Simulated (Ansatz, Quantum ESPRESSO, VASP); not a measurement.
# Fitting the PBEsol energy curve of MgS

It takes space group Fm-3m (No. 225, cubic). The conventional cell has a = 5.203 Å, b = 5.203 Å, c = 5.203 Å, α = 90.00°, β = 90.00°, γ = 90.00°. S (site symmetry m-3m) is surrounded by 6 Mg at 2.60 Å. Mg (site symmetry m-3m) has 6 S at 2.60 Å as nearest neighbours.

The cell was scaled at fixed shape and fractions and run with Ansatz, all-electron LAPW, scalar-relativistic; PBEsol, k mesh 9 × 9 × 9 on the cell of 2 atoms, fermi-dirac occupations of 0.05 eV, no spin polarisation, no spin-orbit coupling. Energies are those that the program minimises, any entropy of the smearing included.

```csv
V (Å³/atom),energy over the lowest row (meV/atom)
16.5529,10.421
16.9051,3.204
17.2573,0.000
17.6095,0.414
17.9617,4.097
18.3139,?
18.6661,20.018
```

Fit the third-order Birch-Murnaghan form, give V0, B0 and B′, and predict the energy left open.

With y = (V0/V)^(2/3), E = E0 + (9 V0 B0/16) [(y - 1)³ B′ + (y - 1)² (6 - 4y)]. Least squares through the rows shown give V0 = 17.3896 Å³/atom, E0 = -0.249 meV, B0 = 78.14 GPa (1 eV/Å³ = 160.218 GPa) and B′ = 4.07, with a largest miss of 0.001 meV. At V = 18.3139 the form with these constants gives 10.726 meV; the run gave 10.724 meV an atom. Other set-ups at this level, from all their volumes (Å³/atom, GPa): Quantum ESPRESSO, PseudoDojo 0.4.1 SR PBEsol standard: V0 17.410, B0 77.84; VASP, PBE PAW files Mg, S, 520 eV (made for PBE): V0 17.359, B0 78.92. Measured volume: 17.6 Å³/atom at 294.15 K (a printed reference work), so the fit lies -1.2 % from it. The runs are for a static lattice.
